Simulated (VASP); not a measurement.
EuS, 2 atoms in the cell. Symmetry: Fm-3m, No. 225, cubic system. Conventional cell: a = 5.957 Å, b = 5.957 Å, c = 5.957 Å, α = 90.00°, β = 90.00°, γ = 90.00°. Eu (site symmetry m-3m) has 6 S at 2.98 Å as nearest neighbours. S (site symmetry m-3m) is surrounded by 6 Eu at 2.98 Å. 

```yaml
Program: VASP 6.6.1
Task: single point
Functional: PBE
Potentials_or_basis: VASP PAW PBE potentials, release 64 (Eu, S)
Cutoff: 520 eV
k_mesh: 8 × 8 × 8
Occupations: gaussian, width 0.011 eV
Spin: collinear spin, ferromagnetic start
Starting_moments: "[7.0, 0.0] μB"
Further_INCAR_settings: ALGO = Normal; EDIFF = 1e-06
```

Potentials or basis: VASP PAW PBE potentials, release 64 (Eu, S).

Command:

```sh
$ cat potpaw_PBE.64/Eu/POTCAR potpaw_PBE.64/S/POTCAR > POTCAR
$ mpirun -np 1 vasp_std > vasp.out
```

Hardware: 1 thread of AMD EPYC 9R14 (Zen 4), on a shared host.

**Question.** Estimate the wall time of this run.

**Answer.** It took 52 s on 1 thread of AMD EPYC 9R14 (Zen 4) (shared host), peak memory 0.21 GiB. Counts: scf iterations 18, k points 29.
